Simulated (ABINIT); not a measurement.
# GaN (F-43m) in ABINIT: settings compared

The runs below take GaN through single point, relaxation of cell and atoms, with PBE, PBEsol, LDA.

Everything below comes from runs of ABINIT 10.8.3 (patched build). Logs are shortened: lines on timing, memory, paths and dates and some standing lists are left out, and cuts for length are marked. The log counts tension as positive stress, the text compression.

## Step 1: The structure

The structure is cubic, space group F-43m (No. 216). The conventional cell has a = 4.507 Å, b = 4.507 Å, c = 4.507 Å, α = 90.00°, β = 90.00°, γ = 90.00°. Around Ga (site symmetry -43m) lie 4 N at 1.95 Å. Around N (site symmetry -43m) lie 4 Ga at 1.95 Å.

The cell is a database's computed one.

## Step 2: Single point, PBE

run.abi reads:

```
# Pseudopotentials
pp_dirpath "./"
pseudos "Ga.upf, N.upf"

# Structure
acell 3*1.0
rprim
     0.0000000000     4.2584989699     4.2584989699
     4.2584989699     0.0000000000     4.2584989699
     4.2584989699     4.2584989699     0.0000000000
ntypat 2
znucl 31 7
natom 2
typat 1 2
xred
     0.0000000000     0.0000000000     0.0000000000
     0.2500000000     0.2500000000     0.2500000000

# Plane-wave basis
ecut 36.0

# k points
kptopt 1
ngkpt 8 8 8
nshiftk 1
shiftk 0.0 0.0 0.0

# Exchange and correlation
ixc 11

# Bands and occupations
nband 13
occopt 3
tsmear 0.00183747

# SCF cycle
nstep 100
tolvrs 1.0e-10

# Output
iomode 3
prtwf 0
prteig 0
prtebands 0
prtden 1
prtvha 1
prtvclmb 1
prtpot 1
prtelf 1
```

Potentials or basis: PseudoDojo NC SR PBE v0.4.1 standard.

Run with:

```bash
abinit run.abi > log 2>&1
```

run.abo:

```text
.Version 10.8.3 of ABINIT
 Symmetries : space group F-4 3 m (#216); Bravais cF (face-center cubic)
================================================================================
 Values of the parameters that define the memory need of the present run
     intxc =       0    ionmov =       0      iscf =       7    lmnmax =       6
     lnmax =       6     mgfft =      36  mpssoang =       3    mqgrid =    3001
     natom =       2  nloc_mem =       1    nspden =       1   nspinor =       1
    nsppol =       1      nsym =      24    n1xccc =    2501    ntypat =       2
    occopt =       3   xclevel =       2
       mpw =        1612          nfft =       46656          nkpt =          29
================================================================================
================================================================================

--------------------------------------------------------------------------------
------------- Echo of variables that govern the present computation ------------
--------------------------------------------------------------------------------
 -outvars: echo values of preprocessed input variables --------
            acell      1.0000000000E+00  1.0000000000E+00  1.0000000000E+00 Bohr
              amu      6.97230000E+01  1.40067400E+01
             ecut      3.60000000E+01 Hartree
              ixc          11
         kptrlatt        8    0    0      0    8    0      0    0    8
          kptrlen      4.81794160E+01
            natom           2
            nband          13
            ngfft          36      36      36
             nkpt          29
            nstep         100
             nsym          24
           ntypat           2
           occopt           3
        prtebands           0
           prteig           0
           prtelf           1
           prtpot           1
         prtvclmb           1
           prtvha           1
            prtwf           0
            rprim      0.0000000000E+00  4.2584989699E+00  4.2584989699E+00
                       4.2584989699E+00  0.0000000000E+00  4.2584989699E+00
                       4.2584989699E+00  4.2584989699E+00  0.0000000000E+00
          spgroup         216
           tolvrs      1.00000000E-10
           tsmear      1.83747000E-03 Hartree
            typat      1  2
           xangst      0.0000000000E+00  0.0000000000E+00  0.0000000000E+00
                       1.1267503030E+00  1.1267503030E+00  1.1267503030E+00
            xcart      0.0000000000E+00  0.0000000000E+00  0.0000000000E+00
                       2.1292494849E+00  2.1292494849E+00  2.1292494849E+00
             xred      0.0000000000E+00  0.0000000000E+00  0.0000000000E+00
                       2.5000000000E-01  2.5000000000E-01  2.5000000000E-01
            znucl       31.00000    7.00000

================================================================================

 chkinp: Checking input parameters for consistency.

================================================================================
== DATASET  1 ==================================================================

--- !DatasetInfo
iteration_state: {dtset: 1, }
dimensions: {natom: 2, nkpt: 29, mband: 13, nsppol: 1, nspinor: 1, nspden: 1, mpw: 1612, }
cutoff_energies: {ecut:  36.0, pawecutdg:  -1.0, }
electrons: {nelect:   1.80000000E+01, charge:   0.00000000E+00, occopt:   3.00000000E+00, tsmear:   1.83747000E-03, }
meta: {optdriver: 0, ionmov: 0, optcell: 0, iscf: 7, paral_kgb: 0, }
...

 Exchange-correlation functional for the present dataset will be:
  GGA: Perdew-Burke-Ernzerhof functional - ixc=11
  J.P.Perdew, K.Burke, M.Ernzerhof, PRL 77, 3865 (1996)

 Real(R)+Recip(G) space primitive vectors, cartesian coordinates (Bohr,Bohr^-1):
 R(1)=  0.0000000  4.2584990  4.2584990  G(1)= -0.1174123  0.1174123  0.1174123
 R(2)=  4.2584990  0.0000000  4.2584990  G(2)=  0.1174123 -0.1174123  0.1174123
 R(3)=  4.2584990  4.2584990  0.0000000  G(3)=  0.1174123  0.1174123 -0.1174123
 Unit cell volume ucvol=  1.5445417E+02 bohr^3
 Angles (23,13,12)=  6.00000000E+01  6.00000000E+01  6.00000000E+01 degrees

 getcut: wavevector=  0.0000  0.0000  0.0000  ngfft=  36  36  36
         ecut(hartree)=     36.000   => boxcut(ratio)=   2.21317

 getcut : COMMENT -
  Note that boxcut > 2.2 ; recall that boxcut=Gcut(box)/Gcut(sphere) = 2
  is sufficient for exact treatment of convolution.
  Such a large boxcut is a waste : you could raise ecut
  e.g. ecut=   44.083054 Hartrees makes boxcut=2

--- Pseudopotential description ------------------------------------------------
- pspini: atom type   1  psp file is ./Ga.upf
12 -101130 2 -1 1902                          pspcod,pspxc,lmax,lloc,mmax
     nproj     2     2     2

- pspini: atom type   2  psp file is ./N.upf
12 -101130 1 -1 1058                          pspcod,pspxc,lmax,lloc,mmax
     nproj     2     2     0

   5.38269495E+02                                ecore*ucvol(ha*bohr**3)
--------------------------------------------------------------------------------

================================================================================

--- !BeginCycle
iteration_state: {dtset: 1, }
solver: {iscf: 7, nstep: 100, nline: 4, wfoptalg: 0, }
tolerances: {tolvrs: 1.00E-10, }
...

     iter   Etot(hartree)      deltaE(h)  residm     vres2
 ETOT  1  -86.216049040642    -8.622E+01 6.477E-01 7.000E+02
 ETOT  2  -86.733016519319    -5.170E-01 8.623E-02 7.036E+02
 ETOT  3  -86.878794983307    -1.458E-01 2.046E-02 1.126E+00
 ETOT  4  -86.879086045252    -2.911E-04 9.682E-03 1.281E-01
 ETOT  5  -86.879106407744    -2.036E-05 2.725E-03 1.044E-02
 ETOT  6  -86.879109154529    -2.747E-06 2.992E-03 3.932E-04
 ETOT  7  -86.879109174114    -1.959E-08 6.786E-04 3.673E-05
 ETOT  8  -86.879109181682    -7.568E-09 8.671E-04 6.897E-07
 ETOT  9  -86.879109181771    -8.843E-11 1.506E-04 1.815E-08
 ETOT 10  -86.879109181776    -5.571E-12 1.885E-04 2.526E-10
 ETOT 11  -86.879109181777    -5.400E-13 3.064E-05 5.077E-13

 At SCF step   11       vres2   =  5.08E-13 < tolvrs=  1.00E-10 =>converged.

 Compute ELF
--------------------------------------------------------------------------------

 Compute kinetic energy density

 Compute gradient of the electron density
 Electron Localization Function (ELF) [min:0;max:1]
)     Maximum=    8.5718E-01  at reduced coord.    0.1667    0.1667    0.5000
)     Minimum=    0.0000E+00  at reduced coord.    0.0000    0.0000    0.0000
   Integrated=    4.6246E+01

--------------------------------------------------------------------------------
 End of ELF section

 Cartesian components of stress tensor (hartree/bohr^3)
  sigma(1 1)= -1.05801024E-04  sigma(3 2)=  0.00000000E+00
  sigma(2 2)= -1.05801024E-04  sigma(3 1)=  0.00000000E+00
  sigma(3 3)= -1.05801024E-04  sigma(2 1)=  0.00000000E+00

--- !ResultsGS
iteration_state: {dtset: 1, }
comment   : Summary of ground state results
lattice_vectors:
- [  0.0000000,   4.2584990,   4.2584990, ]
- [  4.2584990,   0.0000000,   4.2584990, ]
- [  4.2584990,   4.2584990,   0.0000000, ]
lattice_lengths: [   6.02243,    6.02243,    6.02243, ]
lattice_angles: [ 60.000,  60.000,  60.000, ] # degrees, (23, 13, 12)
lattice_volume:   1.5445417E+02
convergence: {deltae: -5.400E-13, res2:  5.077E-13, residm:  3.064E-05, diffor: null, }
etotal    :  -8.68791092E+01
entropy   :   0.00000000E+00
fermie    :   2.29132792E-01
cartesian_stress_tensor: # hartree/bohr^3
- [ -1.05801024E-04,   0.00000000E+00,   0.00000000E+00, ]
- [  0.00000000E+00,  -1.05801024E-04,   0.00000000E+00, ]
- [  0.00000000E+00,   0.00000000E+00,  -1.05801024E-04, ]
pressure_GPa:   3.1128E+00
xred      :
- [  0.0000E+00,   0.0000E+00,   0.0000E+00, Ga]
- [  2.5000E-01,   2.5000E-01,   2.5000E-01,  N]
cartesian_forces: # hartree/bohr
- [  1.26459827E-28,   1.26459827E-28,  -3.79379482E-28, ]
- [ -1.26459827E-28,  -1.26459827E-28,   3.79379482E-28, ]
force_length_stats: {min:   4.19419798E-28, max:   4.19419798E-28, mean:   4.19419798E-28, }
...

 Integrated electronic density in atomic spheres:
 ------------------------------------------------
 Atom  Sphere_radius  Integrated_density
    1        2.00000         10.87857151
    2        2.00000          5.22977148
================================================================================

 ----iterations are completed or convergence reached----

 Mean square residual over all n,k,spin=   13.205E-08; max=  30.641E-06
 reduced coordinates (array xred) for    2 atoms
       0.000000000000      0.000000000000      0.000000000000
       0.250000000000      0.250000000000      0.250000000000
 rms dE/dt=  1.5232E-27; max dE/dt=  2.1541E-27; dE/dt below (all hartree)
    1       0.000000000000      0.000000000000     -0.000000000000
    2       0.000000000000      0.000000000000      0.000000000000

 cartesian coordinates (angstrom) at end:
    1      0.00000000000000     0.00000000000000     0.00000000000000
    2      1.12675030299809     1.12675030299809     1.12675030299809

 cartesian forces (hartree/bohr) at end:
    1      0.00000000000000     0.00000000000000    -0.00000000000000
    2     -0.00000000000000    -0.00000000000000     0.00000000000000
 frms,max,avg= 2.4215213E-28 3.7937948E-28   0.000E+00  0.000E+00  0.000E+00 h/b

 cartesian forces (eV/Angstrom) at end:
    1      0.00000000000000     0.00000000000000    -0.00000000000000
    2     -0.00000000000000    -0.00000000000000     0.00000000000000
 frms,max,avg= 1.2451963E-26 1.9508477E-26   0.000E+00  0.000E+00  0.000E+00 e/A
 length scales=  1.000000000000  1.000000000000  1.000000000000 bohr
              =  0.529177210544  0.529177210544  0.529177210544 angstroms
 Fermi (or HOMO) energy (hartree) =   0.22913   Average Vxc (hartree)=  -0.43122
 Eigenvalues (hartree) for nkpt=  29  k points:
 kpt#   1, nband= 13, wtk=  0.00195, kpt=  0.0000  0.0000  0.0000 (reduced coord)
  -0.38894   -0.30297   -0.30297   -0.30297   -0.29172   -0.29172    0.19558    0.19558
   0.19558    0.26021    0.57616    0.57616    0.57616
      occupation numbers for kpt#   1
   2.00000    2.00000    2.00000    2.00000    2.00000    2.00000    2.00000    2.00000
   2.00000    0.00000    0.00000    0.00000    0.00000
 prteigrs : prtvol=0 or 1, do not print more k-points.

--- !EnergyTerms
iteration_state     : {dtset: 1, }
comment             : Components of total free energy in Hartree
kinetic             :  7.01233674688127E+01
hartree             :  2.18369777645904E+01
xc                  : -2.40673248162381E+01
Ewald energy        : -5.83371585566602E+01
psp_core            :  3.48497873509232E+00
local_psp           : -6.05026231856955E+01
non_local_psp       : -3.94173265916662E+01
internal            : -8.68791091817645E+01
'-kT*entropy'       : -1.22745753663015E-11
total_energy        : -8.68791091817768E+01
total_energy_eV     : -2.36410099665208E+03
band_energy         : -3.09721340087107E+00
...

 Cartesian components of stress tensor (hartree/bohr^3)
  sigma(1 1)= -1.05801024E-04  sigma(3 2)=  0.00000000E+00
  sigma(2 2)= -1.05801024E-04  sigma(3 1)=  0.00000000E+00
  sigma(3 3)= -1.05801024E-04  sigma(2 1)=  0.00000000E+00

-Cartesian components of stress tensor (GPa)         [Pressure=  3.1128E+00 GPa]
- sigma(1 1)= -3.11277359E+00  sigma(3 2)=  0.00000000E+00
- sigma(2 2)= -3.11277359E+00  sigma(3 1)=  0.00000000E+00
- sigma(3 3)= -3.11277359E+00  sigma(2 1)=  0.00000000E+00

== END DATASET(S) ==============================================================
================================================================================

 -outvars: echo values of variables after computation  --------
            acell      1.0000000000E+00  1.0000000000E+00  1.0000000000E+00 Bohr
           etotal     -8.6879109182E+01
            fcart      1.2645982738E-28  1.2645982738E-28 -3.7937948214E-28
                      -1.2645982738E-28 -1.2645982738E-28  3.7937948214E-28
            rprim      0.0000000000E+00  4.2584989699E+00  4.2584989699E+00
                       4.2584989699E+00  0.0000000000E+00  4.2584989699E+00
                       4.2584989699E+00  4.2584989699E+00  0.0000000000E+00
           strten     -1.0580102370E-04 -1.0580102370E-04 -1.0580102370E-04
                       0.0000000000E+00  0.0000000000E+00  0.0000000000E+00
           xangst      0.0000000000E+00  0.0000000000E+00  0.0000000000E+00
                       1.1267503030E+00  1.1267503030E+00  1.1267503030E+00
             xred      0.0000000000E+00  0.0000000000E+00  0.0000000000E+00
                       2.5000000000E-01  2.5000000000E-01  2.5000000000E-01
 Calculation completed.
```

Wall time 18 s (1 thread of Arm Neoverse V2, shared host); peak memory 0.07 GiB.

What came out:

```
Free energy                                           : -2364.1010 eV
Band gap on the k mesh                                : 1.76 eV, direct
Valence electrons inside the program's atomic spheres : Ga 10.88; N 5.23
```

Levels at points of the mesh, in eV from the valence-band top:
| k point | band 6 | band 7 | band 8 | band 9 | band 10 | band 11 | band 12 | band 13 |
| --- | --- | --- | --- | --- | --- | --- | --- | --- |
| (0.00, 0.00, 0.00) | -13.26 | 0.00 | 0.00 | 0.00 | 1.76 | 10.36 | 10.36 | 10.36 |
| (0.50, 0.00, 0.00) | -11.95 | -7.02 | -0.96 | -0.96 | 4.67 | 8.74 | 10.40 | 10.40 |
| (0.50, 0.50, 0.00) | -11.51 | -6.11 | -2.69 | -2.69 | 3.38 | 6.69 | 11.72 | 13.96 |

Caveat: the cutoff is too short for stress, so the log's stress isn't used. PBE gaps usually lie below the measured ones, often by a third to a half.

## Step 3: Relaxation of cell and atoms, PBEsol

run.abi reads:

```
# Pseudopotentials
pp_dirpath "./"
pseudos "Ga.upf, N.upf"

# Structure
acell 6.0224269985 6.0224269985 6.0224269985
rprim
     0.0000000000     0.7071067812     0.7071067812
     0.7071067812     0.0000000000     0.7071067812
     0.7071067812     0.7071067812     0.0000000000
ntypat 2
znucl 31 7
natom 2
typat 1 2
chkprim 0
chksymtnons 0
tolsym 1.0e-6
xred
            0.0            0.0            0.0
            1/4            1/4            1/4

# Plane-wave basis
ecut 42.0
ecutsm 0.5

# k points
kptopt 1
ngkpt 8 8 8
nshiftk 1
shiftk 0.0 0.0 0.0

# Exchange and correlation
ixc -116133

# Bands and occupations
nband 13
occopt 3
tsmear 0.05 eV

# SCF cycle
nstep 80
tolvrs 1.0e-12

# Output
iomode 3
prteig 0
prtebands 0
prtwf 0
prtden 0

# Relaxation
ionmov 2
optcell 2
ntime 50
tolmxf 2.0e-5
dilatmx 1.08
```

Potentials or basis: PseudoDojo NC SR PBEsol v0.4.1 standard.

Run with:

```bash
abinit run.abi > log 2>&1
```

Run time: 94 s. Hardware: 1 thread of Intel Xeon at 2.70GHz, shared host; peak memory 0.09 GiB.

The run converged. Its results:

- Free energy: -2360.0477 eV
- Relaxed volume: 11.39 Å³/atom
- Relaxed cell: a = 3.182 Å, b = 3.182 Å, c = 3.182 Å, α = 60.00°, β = 60.00°, γ = 60.00°
- Space group after relaxing (to 0.05 Å): F-43m (No. 216)
- Energy gained by relaxing: 0.2 meV/atom
- Ionic steps: 3
- Pressure after relaxing: 0.0 GPa
- Band gap on the k mesh: 1.74 eV, direct

Step by step:
```tsv
step	energy change (eV)	largest force (eV/Å)	pressure (GPa)	volume (Å³)
1	0.0000	0.0000	-0.90	22.89
2	-0.0003	0.0000	-0.39	22.82
3	-0.0003	0.0000	0.00	22.78
```

Final structure:
```xyz
2
Lattice="0.0000 2.2498 2.2498 2.2498 0.0000 2.2498 2.2498 2.2498 0.0000" Properties=species:S:1:pos:R:3 pbc="T T T"
Ga    0.0000    0.0000    0.0000
N     1.1249    1.1249    1.1249
```

A k mesh can miss the band edges. PBEsol gaps usually lie below the measured ones, often by a third to a half.

## Step 4: Single point, PBEsol (cell relaxed)

run.abi reads:

```
pp_dirpath "./"
pseudos "Ga.upf, N.upf"

acell 6.012653011 6.012653011 6.012653011
rprim
     0.0000000000     0.7071067812     0.7071067812
     0.7071067812     0.0000000000     0.7071067812
     0.7071067812     0.7071067812     0.0000000000
ntypat 2
znucl 31 7
natom 2
typat 1 2
xcart
     0.0000000000     0.0000000000     0.0000000000
     2.1257938585     2.1257938585     2.1257938585
chkprim 0
chksymtnons 0
tolsym 1.0e-6

ecut 42.0

kptopt 1
ngkpt 8 8 8
nshiftk 1
shiftk 0.0 0.0 0.0

ixc -116133

nband 13
occopt 3
tsmear 0.05 eV

nstep 100
tolvrs 1.0e-10

iomode 3
prtwf 0
prteig 0
prtebands 0
prtden 1
prtvha 1
prtvclmb 1
prtpot 1
prtelf 1
```

Run with:

```bash
abinit run.abi > log 2>&1
```

Run time: 26 s. Hardware: 1 thread of Intel Xeon at 2.70GHz, shared host; peak memory 0.07 GiB.

It converged, with:

```yaml
Free_energy: -2360.0478 eV
Pressure: 0.0 GPa
Band_gap_on_the_k_mesh: 1.74 eV, direct
Valence_electrons_inside_the_program's_atomic_spheres: Ga 10.91; N 5.23
```

Levels at points of the mesh, in eV from the valence-band top:
```
           k point  band 7  band 8  band 9  band 10  band 11  band 12
(0.00, 0.00, 0.00)    0.00    0.00    0.00     1.74    10.28    10.28
(0.50, 0.00, 0.00)   -7.13   -0.98   -0.98     4.62     8.66    10.32
(0.50, 0.50, 0.00)   -6.19   -2.74   -2.74     3.25     6.61    11.61
```

## Step 5: Relaxation of cell and atoms, LDA

run.abi reads:

```
# Pseudopotentials
pp_dirpath "./"
pseudos "Ga.upf, N.upf"

# Structure
acell 3*1.0 Angstrom
rprim
     0.0000000000     2.2535006075     2.2535006075
     2.2535006075     0.0000000000     2.2535006075
     2.2535006075     2.2535006075     0.0000000000
ntypat 2
znucl 31 7
natom 2
typat 1 2
chkprim 0
chksymtnons 0
tolsym 1.0e-6
xred
            0.0            0.0            0.0
            1/4            1/4            1/4

# Plane-wave basis
ecut 42.0
ecutsm 0.5

# k points
kptopt 1
ngkpt 8 8 8
nshiftk 1
shiftk 0.0 0.0 0.0

# Exchange and correlation
ixc 7

# Bands and occupations
nband 13
occopt 3
tsmear 0.05 eV

# SCF cycle
nstep 80
tolvrs 1.0e-12

# Output
iomode 3
prteig 0
prtebands 0
prtwf 0
prtden 0

# Relaxation
ionmov 2
optcell 2
ntime 50
tolmxf 2.0e-5
dilatmx 1.08
```

Potentials or basis: PseudoDojo NC SR LDA v0.4.1 standard.

Run with:

```bash
abinit run.abi > log 2>&1
```

Wall time 100 s (1 thread of Arm Neoverse V2, shared host); peak memory 0.08 GiB.

The run converged. Its results:

| Property | Result |
| --- | --- |
| Free energy | -2361.2568 eV |
| Relaxed volume | 11.04 Å³/atom |
| Relaxed cell | a = 3.149 Å, b = 3.149 Å, c = 3.149 Å, α = 60.00°, β = 60.00°, γ = 60.00° |
| Space group after relaxing (to 0.05 Å) | F-43m (No. 216) |
| Energy gained by relaxing | 8.8 meV/atom |
| Ionic steps | 4 |
| Pressure after relaxing | 0.0 GPa |
| Band gap on the k mesh | 2.01 eV, direct |

Step by step:
```csv
step,energy change (eV),largest force (eV/Å),pressure (GPa),volume (Å³)
1,0.0000,0.0000,-6.75,22.89
2,-0.0144,0.0000,-3.00,22.42
3,-0.0176,0.0000,0.16,22.06
4,-0.0176,0.0000,0.00,22.08
```

Final structure:
```
CELL_PARAMETERS angstrom
0.00000 2.22660 2.22660
2.22660 0.00000 2.22660
2.22660 2.22660 0.00000
ATOMIC_POSITIONS crystal
Ga 0.00000 0.00000 0.00000
N 0.25000 0.25000 0.25000
```

A k mesh can miss the band edges.

## Step 6: The runs side by side

```csv
task,level,potentials or basis,cell,cutoff (eV),cell freedom (optcell),optimiser (ionmov),cutoff smearing ecutsm (Ha),force stop (Ha/bohr),gap on the mesh (eV),pressure (GPa),relaxed volume (Å³/atom)
single point,PBE,PseudoDojo NC SR PBE v0.4.1 standard,as given,980,-,-,-,-,1.76,-,-
relaxation of cell and atoms,PBEsol,PseudoDojo NC SR PBEsol v0.4.1 standard,relaxed,1143,2,2,0.5,2e-05,1.74,0.0,11.39
single point,PBEsol,PseudoDojo NC SR PBEsol v0.4.1 standard,cell relaxed,1143,-,-,-,-,1.74,0.0,-
relaxation of cell and atoms,LDA,PseudoDojo NC SR LDA v0.4.1 standard,relaxed,1143,2,2,0.5,2e-05,2.01,0.0,11.04
```

Alike in all rows: no spin polarisation; k mesh 8 × 8 × 8; smearing fermi-dirac 0.05 eV.

Total energies depend on the potentials used, so only differences within one code and one set of settings carry meaning.
